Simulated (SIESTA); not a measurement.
# ZrB: equation of state with LDA

ZrB:

```
Zr B
1.0
     0.00000    2.32500    2.32500
     2.32500    0.00000    2.32500
     2.32500    2.32500    0.00000
Zr B
1 1
Direct
  0.00000 0.00000 0.00000
  0.50000 0.50000 0.50000
```

```yaml
Program: SIESTA 5.4.2
Task: equation of state
Functional: LDA
Potentials_or_basis: PseudoDojo 0.4 standard (LDA files)
Basis: DZP (energy shift 0.003 Ry; two zetas on semicore shells)
Grid_cutoff: 800 Ry
Energy_shift: 0.003 Ry
k_mesh: 10 × 10 × 10
Occupations: fermi-dirac, width 0.05 eV
Spin: no spin polarisation
```

```yaml
Equilibrium_volume: "14.13 Å³/atom (rough: see the caveat)"
Bulk_modulus: 182 GPa (rough)
```

Energy against volume, from the lowest point:
```tsv
volume (Å³/atom)	energy (meV/atom)
11.814	254.10
12.065	189.04
12.317	134.09
12.568	88.43
12.819	51.32
13.071	22.08
13.322	0.00
```

All runs of the series together: 11 min on 1 thread of Arm Neoverse V1, with other jobs on the host.

Caveat: the minimum lies outside the volumes run; the basis of atomic orbitals isn't converged, which shifts pressures, moduli and gaps.
